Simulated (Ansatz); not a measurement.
rocksalt-structured EuO

**The experiment.** The Crystallography Open Database holds a cell as deposited of cubic EuO (space group Fm-3m), temperature not stated (1963): a = 5.144 Å, 17.01 Å³/atom.

Level of theory: DFT, PBE, scalar-relativistic, collinear spin; plane waves to 420 eV with PAW datasets (Ansatz 0.2.0), Γ-centred 12×12×12 mesh, 0.05 eV Gaussian smearing. The datasets are Ansatz's generated set soft_2.

```cif
data_structure
_symmetry_space_group_name_H-M 'Fm-3m'
_symmetry_Int_Tables_number 225
_cell_length_a 5.0600
_cell_length_b 5.0600
_cell_length_c 5.0600
_cell_angle_alpha 90.000
_cell_angle_beta 90.000
_cell_angle_gamma 90.000
_cell_volume 129.56
loop_
_atom_site_label
_atom_site_type_symbol
_atom_site_symmetry_multiplicity
_atom_site_Wyckoff_symbol
_atom_site_fract_x
_atom_site_fract_y
_atom_site_fract_z
_atom_site_occupancy
Eu1 Eu 4 b 0.50000 0.00000 0.00000 1
O1 O 4 a 0.00000 0.00000 0.00000 1
```

The start was a prototype's sites filled with these elements; the Crystallography Open Database holds the compound in this structure.

Magnetic state: ferromagnetic, site spin moments Eu 6.58; O -0.08 μB.

The cell above was scaled in volume, its shape and atoms being fixed by the lattice's symmetry. Energies are counted from the cell above.

Cell and atoms are those of this level's equilibrium.

```json
{"V (Å³/atom)": "15.30", "ΔE (meV/atom)": "17.2", "P (GPa)": "6.2", "largest moment (μB)": "6.53"}
{"V (Å³/atom)": "15.55", "ΔE (meV/atom)": "9.1", "P (GPa)": "4.4", "largest moment (μB)": "6.54"}
{"V (Å³/atom)": "15.87", "ΔE (meV/atom)": "2.4", "P (GPa)": "2.2", "largest moment (μB)": "6.57"}
{"V (Å³/atom)": "16.19", "ΔE (meV/atom)": "0.0", "P (GPa)": "0.1", "largest moment (μB)": "6.58"}
{"V (Å³/atom)": "16.52", "ΔE (meV/atom)": "1.7", "P (GPa)": "-1.7", "largest moment (μB)": "6.60"}
{"V (Å³/atom)": "16.84", "ΔE (meV/atom)": "6.9", "P (GPa)": "-3.3", "largest moment (μB)": "6.61"}
{"V (Å³/atom)": "17.33", "ΔE (meV/atom)": "20.2", "P (GPa)": "-5.4", "largest moment (μB)": "6.64"}
{"V (Å³/atom)": "17.81", "ΔE (meV/atom)": "39.4", "P (GPa)": "-7.2", "largest moment (μB)": "6.66"}
```

(1) What do the points give for the equilibrium volume, the bulk modulus and its pressure derivative (third-order Birch–Murnaghan)?

Answer:

(1) V0 = 16.22 Å³/atom, B0 = 96 GPa, B0′ isn't fixed: the energies give 4.8, and a fit of the pressures differs by over 0.35.

B0·V0 = 96.1 GPa × 16.22 Å³ = 9.73 eV/atom sets the scale: near the minimum ΔE ≈ ½ B0 V0 x², with x = V/V0 − 1, and a pressure of 1.0 GPa squeezes the volume by about 1 %. At the ends of the curve: x = −5.6 % predicts 15.4 meV/atom and the run gives 17.2; x = +9.9 % predicts 47.2 meV/atom and the run gives 39.4. The curve is steeper than the parabola on the compressed side and flatter on the expanded side: the bulk modulus rises with pressure.

The moment grows with the volume: wider spacing narrows the bands, and exchange then polarises them more fully.

**Comparison.** The computed cell (5.060 Å, 16.19 Å³/atom) differs from the database's by −4.8 % in volume, about −1.6 % in length. PBE more often overestimates volumes; a smaller cell is partly the thermal expansion and zero-point motion that the static lattice lacks, roughly 0.8 to 2.0 % in volume at 300 K (room temperature assumed) by Grüneisen's rule, γ·3k_BT/(B0·V0) with γ of 1 to 2.5, too little for this miss.

Without a U the 4f levels of Eu lie too near the Fermi level, so their share of the states there, and what hangs on it, is overstated. No spin–orbit coupling, a notable omission for heavy elements. The run wasn't fully tested for a lower electronic state. Site moments are of spin, integrated over atomic spheres. The run is a metal.
